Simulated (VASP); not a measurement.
# InPd (R-3m) in VASP: single point with r2SCAN

Aim: the single point of InPd with r2SCAN.

Program: VASP 6.6.1. These are calculated values, not measurements. Logs are shortened: lines on timing, memory, paths and dates and some standing lists are left out, and cuts for length are marked.

### Step 1. Starting point

Symmetry: R-3m, No. 166, trigonal system. Conventional cell: a = 5.187 Å, b = 5.187 Å, c = 4.510 Å, α = 90.00°, β = 90.00°, γ = 120.00°. Around In (site symmetry -3m) lie 2 Pd at 2.26 Å. Around Pd (site symmetry -3m) lie 2 In at 2.26 Å.

The cell comes from a database or a generator and needn't be the stable form of this composition.

### Step 2. Single point, r2SCAN

File POSCAR:

```
InPd
1.0
    3.3130393037     -0.3545318812     -0.3545318812
   -0.3545318812      3.3130393037     -0.3545318812
   -0.3545318812     -0.3545318812      3.3130393037
In Pd
1 1
Direct
    0.0000000000      0.0000000000      0.0000000000
    0.5000000000      0.5000000000      0.5000000000
```

File INCAR.step1:

```
ALGO = Normal ; EDIFF = 1E-4
ENCUT = 520 ; GGA = PE
ISMEAR = 0 ; LASPH = T
LCHARG = F ; LREAL = F
LWAVE = T ; NBANDS = 18
NELM = 100 ; PREC = Accurate
SIGMA = 0.15
```

File INCAR.step2:

```
ALGO = Normal ; EDIFF = 1E-7
ENCUT = 520 ; ISIF = 2
ISMEAR = 0 ; ISTART = 1
LASPH = T ; LCHARG = F
LMIXTAU = T ; LREAL = F
LWAVE = F ; METAGGA = R2SCAN
NBANDS = 18 ; NELM = 100
PREC = Accurate ; SIGMA = 0.15
```

File KPOINTS:

```
k-points
0
Gamma
  16 16 16
```

Potentials or basis: VASP PAW PBE potentials, release 64 (In_d, Pd).

Command:

```
cat potpaw_PBE.64/In_d/POTCAR potpaw_PBE.64/Pd/POTCAR > POTCAR
cp INCAR.step1 INCAR
mpirun -np 1 vasp_std > vasp.out
cp INCAR.step2 INCAR
mpirun -np 1 vasp_std > vasp.out
```

OUTCAR:

```text
EDIFF = 1E-7
   ENCUT = 520
   ISIF = 2
   ISMEAR = 0
   ISTART = 1
   LASPH = T
   LREAL = F
   METAGGA = R2SCAN
   NELM = 100
   PREC = Accurate

 ion  position               nearest neighbor table
   1  0.000  0.000  0.000-   2 2.26   2 2.26   2 3.09   2 3.09   2 3.09   2 3.09   2 3.09   2 3.09

   2  0.500  0.500  0.500-   1 2.26   1 2.26   1 3.09   1 3.09   1 3.09   1 3.09   1 3.09   1 3.09

  LATTYP: Found a trigonal (rhomboedric) cell.
 ALAT       =     3.3507633664
 COS(alpha) =    -0.1980352222

  Lattice vectors:

 A1 = (   3.3130393037,  -0.3545318812,  -0.3545318812)
 A2 = (  -0.3545318812,   3.3130393037,  -0.3545318812)
 A3 = (  -0.3545318812,  -0.3545318812,   3.3130393037)

Analysis of symmetry for initial positions (statically):
=====================================================================
 Subroutine PRICEL returns:
 Original cell was already a primitive cell.

 Routine SETGRP: Setting up the symmetry group for a
 trigonal (rhombohedral) supercell.

 Subroutine GETGRP returns: Found 12 space group operations
 (whereof 12 operations were pure point group operations)
 out of a pool of 12 trial point group operations.

The static configuration has the point symmetry D_3d.

Analysis of symmetry for dynamics (positions and initial velocities):
=====================================================================
 Subroutine PRICEL returns:
 Original cell was already a primitive cell.

 Routine SETGRP: Setting up the symmetry group for a
 trigonal (rhombohedral) supercell.

 Subroutine GETGRP returns: Found 12 space group operations
 (whereof 12 operations were pure point group operations)
 out of a pool of 12 trial point group operations.

The dynamic configuration has the point symmetry D_3d.

 Subroutine INISYM returns: Found 12 space group operations
 (whereof 12 operations are pure point group operations),
 and found     1 'primitive' translations

----------------------------------------------------------------------------------------

                                     Primitive cell

  volume of cell :      35.0263

  direct lattice vectors                    reciprocal lattice vectors
     3.313039304 -0.354531881 -0.354531881     0.309782736  0.037122725  0.037122725
    -0.354531881  3.313039304 -0.354531881     0.037122725  0.309782736  0.037122725
    -0.354531881 -0.354531881  3.313039304     0.037122725  0.037122725  0.309782736

  length of vectors
     3.350763366  3.350763366  3.350763366     0.314199836  0.314199836  0.314199836

  position of ions in fractional coordinates (direct lattice)
     0.000000000  0.000000000  0.000000000
     0.500000000  0.500000000  0.500000000

  ion indices of the primitive-cell ions
   primitive index   ion index
                 1           1
                 2           2

----------------------------------------------------------------------------------------

 KPOINTS: k-points

Automatic generation of k-mesh.
 Grid dimensions read from file:
 generate k-points for:   16   16   16

 Generating k-lattice:

  Cartesian coordinates                     Fractional coordinates (reciprocal lattice)
     0.019361421  0.002320170  0.002320170     0.062500000  0.000000000  0.000000000
     0.002320170  0.019361421  0.002320170     0.000000000  0.062500000  0.000000000
     0.002320170  0.002320170  0.019361421     0.000000000  0.000000000  0.062500000

  Length of vectors
     0.019637490  0.019637490  0.019637490

  Shift w.r.t. Gamma in fractional coordinates (k-lattice)
     0.000000000  0.000000000  0.000000000

 Subroutine IBZKPT returns following result:
 ===========================================

 Found    417 irreducible k-points:

 Following reciprocal coordinates:
            Coordinates               Weight
  0.000000  0.000000  0.000000      1.000000
  0.062500 -0.000000  0.000000      6.000000
  0.125000 -0.000000  0.000000      6.000000
  0.187500 -0.000000  0.000000      6.000000
  0.250000 -0.000000  0.000000      6.000000
  0.312500  0.000000  0.000000      6.000000
[... 16 lines left out ...]
 -0.125000  0.062500  0.000000     12.000000
 -0.062500  0.062500  0.000000      6.000000
 [... further k-points ...]
   k-points           NKPTS =    417   k-points in BZ     NKDIM =    417   number of bands    NBANDS=     18
   number of dos      NEDOS =    301   number of ions     NIONS =      2
   total plane-waves  NPLWV =  21952
   dimension x,y,z NGX =    28 NGY =   28 NGZ =   28
   dimension x,y,z NGXF=    56 NGYF=   56 NGZF=   56
   ions per type =               1   1
   NGX,Y,Z   is equivalent  to a cutoff of  13.89, 13.89, 13.89 a.u.
   NGXF,Y,Z  is equivalent  to a cutoff of  27.78, 27.78, 27.78 a.u.
 SYSTEM =  unknown system
   PREC   = accura    normal or accurate (medium, high low for compatibility)
   ISTART =      1    job   : 0-new  1-cont  2-samecut
   ICHARG =      0    charge: 1-file 2-atom 10-const
   ISPIN  =      1    spin polarized calculation?
   LNONCOLLINEAR =      F non collinear calculations
   LSORBIT =      F    spin-orbit coupling
   LASPH  =      T    aspherical Exc in radial PAW
   ENCUT  =  520.0 eV  38.22 Ry    6.18 a.u.   6.23  6.23  6.23*2*pi/ulx,y,z
   NELM   =    100;   NELMIN=  2; NELMDL=  0     # of ELM steps
   EDIFF  = 0.1E-06   stopping-criterion for ELM
   LREAL  =      F    real-space projection
   EDIFFG = 0.1E-05   stopping-criterion for IOM
   NSW    =      0    number of steps for IOM
   IBRION =     -1    ionic relax: 0-MD 1-quasi-New 2-CG
   NFREE  =      0    steps in history (QN), initial steepest desc. (CG)
   ISIF   =      2    stress and relaxation
   ISYM   =      2    0-nonsym 1-usesym 2-fastsym
   POTIM  = 0.5000    time-step for ionic-motion
   TEBEG  =    0.0;   TEEND  =   0.0 temperature during run
   PSTRESS=    0.0 pullay stress
   NELECT =      23.0000    total number of electrons
   NUPDOWN=      -1.0000    fix difference up-down
   EMIN   =  10.00;   EMAX   =-10.00  energy-range for DOS
   EFERMI =   0.00;   METHOD = LEGACY
   ISMEAR =     0;   SIGMA  =   0.15  broadening in eV -4-tet -1-fermi 0-gaus
   EFERMI_NEDOS =   21; number of points for ismear=-14 and -15
   IALGO  =     38    algorithm
   IMIX   =      4    mixing-type and parameters
     AMIX     =   0.40;   BMIX     =  1.00
     AMIX_MAG =   1.60;   BMIX_MAG =  1.00
  volume/ion in A,a.u.               =      17.51       118.18
  Fermi-wavevector in a.u.,A,eV,Ry     =   1.422938  2.688964 27.548447  2.024754
  Thomas-Fermi vector in A             =   2.543589
   LORBIT       =      0    0 simple, 1 ext, 2 COOP (PROOUT), +10 PAW based schemes
   METAGGA = R2SCAN    functional components
   LHFCALC =     F    Hartree Fock is set to
   AEXX    =    0.0000 exact exchange contribution
   IVDW    =     0    specifies the selected vdW correction
   LEPSILON=     F    determine dielectric tensor
   LRPA    =     F    only Hartree local field effects (RPA)
 non-spin polarized calculation
 Gauss-broadening in eV      SIGMA  =   0.15
  energy-cutoff  :      520.00
  volume of cell :       35.03
 maximum number of plane-waves:       977
 NGX is ok and might be reduce to    28
   NGX = 13   NGY = 13   NGZ = 13

 number of electron      23.0000000 magnetization

 Free energy of the ion-electron system (eV)
  ---------------------------------------------------
  ext. energy  EPLUGINS =         0.00000000
  ---------------------------------------------------
  free energy    TOTEN  =       -44.40376816 eV

  energy without entropy =      -44.39679318  energy(sigma->0) =      -44.40028067

 E-fermi :  10.5678     XC(G=0): -13.0763

 val. band max:       10.5615927060   @ k =   0.3125   0.2500   0.1875
 cond. band min:      10.5769866381   @ k =  -0.3750   0.4375   0.2500
 fundamental gap:      0.0153939321
 Fermi energy:        10.5678428617

 k-point     1 :       0.0000    0.0000    0.0000
  band No.  band energies     occupation
      1      -5.5551      2.00000
      2      -5.2284      2.00000
      3      -5.2284      2.00000
      4      -4.7298      2.00000
      5      -4.7298      2.00000
      6       0.0743      2.00000
[... 10 lines left out ...]
     17      22.4563      0.00000
     18      23.5778      0.00000

 k-point     2 :       0.0625   -0.0000    0.0000
  band No.  band energies     occupation
      1      -5.5380      2.00000
      2      -5.2230      2.00000
      3      -5.2164      2.00000
      4      -4.7328      2.00000
      5      -4.7288      2.00000
      6       0.1421      2.00000
[... 10 lines left out ...]
     17      22.9003      0.00000
     18      23.5905      0.00000

 k-point     3 :       0.1250   -0.0000    0.0000
  band No.  band energies     occupation
      1      -5.4889      2.00000
      2      -5.2075      2.00000
      3      -5.1819      2.00000
      4      -4.7413      2.00000
      5      -4.7256      2.00000
      6       0.3456      2.00000
[... 10 lines left out ...]
     17      23.2755      0.00000
     18      23.6178      0.00000

 k-point     4 :       0.1875   -0.0000    0.0000
  band No.  band energies     occupation
      1      -5.4155      2.00000
      2      -5.1844      2.00000
      3      -5.1300      2.00000
      4      -4.7536      2.00000
      5      -4.7201      2.00000
      6       0.6844      2.00000
[... 375 lines left out ...]
      4      -4.7620      2.00000
      5      -4.7235      2.00000
      6       0.6408      2.00000
[... 10 lines left out ...]
     17      22.3381      0.00000
     18      23.4154      0.00000

 k-point    23 :      -0.1250    0.0625    0.0000
  band No.  band energies     occupation
      1      -5.5438      2.00000
      2      -5.2126      2.00000
      3      -5.1843      2.00000
      4      -4.7475      2.00000
      5      -4.7286      2.00000
      6       0.3406      2.00000
[... 10 lines left out ...]
     17      22.6003      0.00000
     18      23.4347      0.00000

 k-point    24 :      -0.0625    0.0625    0.0000
  band No.  band energies     occupation
      1      -5.5581      2.00000
      2      -5.2226      2.00000
      3      -5.2121      2.00000
      4      -4.7371      2.00000
      5      -4.7302      2.00000
      6       0.1739      2.00000
[... 10 lines left out ...]
     17      22.7327      0.00000
     18      23.1884      0.00000

 [... further k-points ...]

------------------------ aborting loop because EDIFF is reached ----------------------------------------

  FORCE on cell =-STRESS in cart. coord.  units (eV):
  Direction    XX          YY          ZZ          XY          YZ          ZX
  --------------------------------------------------------------------------------------
  -------------------------------------------------------------------------------------
  Total        7.6852296      7.6852296      7.6852296      9.0896133      9.0896133      9.0896133
  in kB      351.5389275    351.5389275    351.5389275    415.7784574    415.7784574    415.7784574
  external PRESSURE =     351.5389275 kB  Pullay stress =       0.0000000 kB

 VOLUME and BASIS-vectors are now :
 -----------------------------------------------------------------------------
  energy-cutoff  :      520.00
  volume of cell :       35.03
      direct lattice vectors                 reciprocal lattice vectors
     3.313039304 -0.354531881 -0.354531881     0.309782736  0.037122725  0.037122725
    -0.354531881  3.313039304 -0.354531881     0.037122725  0.309782736  0.037122725
    -0.354531881 -0.354531881  3.313039304     0.037122725  0.037122725  0.309782736

 POSITION                                       TOTAL-FORCE (eV/Angst)
 -----------------------------------------------------------------------------------
      0.00000      0.00000      0.00000         0.000000     -0.000000      0.000000
      1.30199      1.30199      1.30199        -0.000000      0.000000     -0.000000
 -----------------------------------------------------------------------------------
    total drift:                               -0.000000      0.000000      0.000000

  FREE ENERGIE OF THE ION-ELECTRON SYSTEM (eV)
  ---------------------------------------------------
  free  energy   TOTEN  =       -44.4037681577 eV

  energy  without entropy=      -44.3967931801  energy(sigma->0) =      -44.40028067
```

It took 6.6 min on 1 thread of Intel Xeon 6975P-C (Granite Rapids), shared host; peak memory 0.39 GiB.

What came out:

| Property | Result |
| --- | --- |
| Free energy | -44.4038 eV |
| Pressure | 35.2 GPa |
| Band gap on the k mesh | none (metal or under the smearing width) |

Caveat: a pressure of tens of GPa on the cell as given is suspect, and the run, the potentials or the cell itself is likely at fault; the PAW data sets were made with another functional, which shifts forces and pressure a little.
